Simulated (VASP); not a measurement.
The system is Ag.

```xyz
1
Lattice="-1.6230 1.6230 1.6230 1.6230 -1.6230 1.6230 1.6230 1.6230 -1.6230" Properties=species:S:1:pos:R:3 pbc="T T T"
Ag    0.0000    0.0000    0.0000
```

This isn't the form of Ag at room conditions, which is fcc.

| Quantity | Value |
| --- | --- |
| Program | VASP 6.6.1 |
| Task | relaxation of cell and atoms |
| Functional | PBE |
| Potentials or basis | VASP PAW PBE potentials, release 64 (Ag) |
| Cutoff | 600 eV |
| k mesh | 18 × 18 × 18 |
| Occupations | gaussian, width 0.1 eV |
| Spin | no spin polarisation |

At the start: pressure 5.1 GPa; volume 17.10 Å³/atom.

Problem. Where does the relaxation end?

Solution. Over 3 steps the energy falls by 13.3 meV/atom and the volume is 17.99 Å³/atom (+5.2 %); space group Im-3m (No. 229, to 0.05 Å).

The path:
| step | energy change (eV) | largest force (eV/Å) | pressure (GPa) | volume (Å³) |
| --- | --- | --- | --- | --- |
| 1 | 0.0000 | 0.0000 | 5.07 | 17.10 |
| 2 | -0.0099 | 0.0000 | -2.15 | 18.47 |
| 3 | -0.0133 | 0.0000 | 0.01 | 17.99 |

Final structure:
```yaml
crystal:
  lattice:
    - [-1.65059, 1.65059, 1.65059]
    - [1.65059, -1.65059, 1.65059]
    - [1.65059, 1.65059, -1.65059]
  atoms:
    - { symbol: Ag, position: [0.00000, 0.00000, 0.00000] }
```
